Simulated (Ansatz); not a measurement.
An input for Ansatz 0.2.0 (Au):

Contents of input.yaml:

```yaml
crystal:
  lattice:
    - [0.0, 2.035, 2.035]
    - [2.035, 0.0, 2.035]
    - [2.035, 2.035, 0.0]
  atoms:
    - { symbol: Au, position: [0.0, 0.0, 0.0] }
hamiltonian:
  xc: cam_b3lyp
  pseudopotentials: { kind: paw }
kpoints:
  mp_grid: { grid: [6, 6, 6] }
  band_path:
    path:
      - [[0.0, 0.0, 0.0], [0.5, 0.0, 0.5], [0.5, 0.25, 0.75], [0.375, 0.375, 0.75], [0.0, 0.0, 0.0], [0.5, 0.5, 0.5], [0.625, 0.25, 0.625], [0.5, 0.25, 0.75], [0.5, 0.5, 0.5], [0.375, 0.375, 0.75]]
      - [[0.625, 0.25, 0.625], [0.5, 0.0, 0.5]]
    npoints: 4
scf:
  occupations: { method: fermi_dirac, width: 0.05 }
  n_extra_bands: 6
output:
  forces: true
  stress: true
  eigenvalues: true
  fatbands: false
```

Potentials or basis: Ansatz PAW.

Run with:

```console
$ ansatz run input.yaml --threads 2 --pin off --max-ram 5632MiB --backend cpu --events-out ev --progress --plain --runs-dir out
```

How does this run end?

The run stopped without a result. It printed:

Output:

```text
Error: kpoints.band_path / output.eigenstates.kpoints / output.eigenstates.nscf_kmesh / output.wannier / output.states_by_energy / output.dos.nscf_kmesh / output.optics.nscf_kmesh / output.boltztrap / output.local_orbitals.kmesh / output.polarization (unless states: scf) / output.orbitals (by a pass of its own) / gw: / phonons.commensurate_couplings.mesh / output.given_orbital_levels with hamiltonian.xc: <exact exchange of several ranges> with hamiltonian.xc: <exact exchange that reaches to infinity> — behind a hybrid SCF this pass is solved under, or applies, the exchange operator itself, at k-points off the SCF's mesh, which is served of several ranges of exact exchange only where none reaches to infinity: one that does (lc_wpbe's) diverges towards zero momentum transfer, and no level off the mesh has been held to a reference under several; use a hybrid whose last range ends, as hiss, or one of one range, or do without the pass
```
